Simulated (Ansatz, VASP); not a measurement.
WC in VASP and in Ansatz

```xyz
2
Lattice="0.0000 2.1927 2.1927 2.1927 0.0000 2.1927 2.1927 2.1927 0.0000" Properties=species:S:1:pos:R:3 pbc="T T T"
W     0.0000    0.0000    0.0000
C     2.1927    2.1927    2.1927
```

Alike in both runs: task single point; functional PBE; k mesh 10 × 10 × 10; occupations fermi-dirac, width 0.05 eV; no spin polarisation.

|  | VASP | Ansatz |
| --- | --- | --- |
| version | VASP 6.6.1 | Ansatz 0.2.0 |
| potentials or method | VASP PAW PBE potentials, release 64 (W_sv, C), cutoff 520 eV | all-electron LAPW, scalar-relativistic |

```csv
,VASP,Ansatz,Ansatz less VASP
gap on the k mesh at the Fermi level (eV),none,none,-
pressure (GPa),-0.6,-1.4,-0.84
```

A gap of «none» marks a metal or a gap that the smearing closes. Ansatz ran all-electron here, so the differences hold the error of VASP's frozen core and of both bases.

Spin-orbit coupling is left out, which matters for the levels of W.
